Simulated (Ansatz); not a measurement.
The system is TiAl3.

```
CELL_PARAMETERS angstrom
2.83968 0.00000 0.00000
0.00000 4.68126 0.00000
0.00000 0.00000 4.90074
ATOMIC_POSITIONS crystal
Ti 0.00000 0.50000 0.16592
Al 0.00000 0.00000 0.83590
Al 0.50000 0.00000 0.33091
Al 0.50000 0.50000 0.66727
```

The cell comes from a database or a generator and needn't be the stable form of this composition.

| Property | Result |
| --- | --- |
| Program | Ansatz 0.2.0 |
| Task | single point |
| Functional | PBE |
| Potentials or basis | Ansatz PAW |
| Cutoff | 420 eV (not typed: the program's choice for these potentials) |
| k mesh | 9 × 6 × 6 |
| Occupations | fermi-dirac, width 0.05 eV |
| Spin | no spin polarisation |

On this cell: pressure 0.0 GPa; largest force 0.039 eV/Å; band gap on the k mesh none (metal or under the smearing width).

The same run follows on a disturbed copy (atoms moved at random, drawn with an rms of 0.05 Å):

```
CELL_PARAMETERS angstrom
2.83968 0.00000 0.00000
0.00000 4.68126 0.00000
0.00000 0.00000 4.90074
ATOMIC_POSITIONS crystal
Ti 0.99541 0.50053 0.16017
Al 0.99610 0.99596 0.83332
Al 0.49094 0.99972 0.32410
Al 0.49103 0.49562 0.67524
```

What does the disturbed cell give?

The energy (extrapolated to zero smearing) moves by +4.8 meV/atom; pressure 0.2 GPa; largest force 0.477 eV/Å; band gap on the k mesh none (metal or under the smearing width).

Forces on the atoms (eV/Å):
```
Ti  -0.064 -0.050  0.345
Al  -0.028  0.036 -0.081
Al   0.044 -0.005  0.210
Al   0.047  0.020 -0.475
```

Stress tensor (GPa, compression positive):
```
-1.51  0.00 -0.02
 0.00  1.16 -0.07
-0.02 -0.07  1.01
```
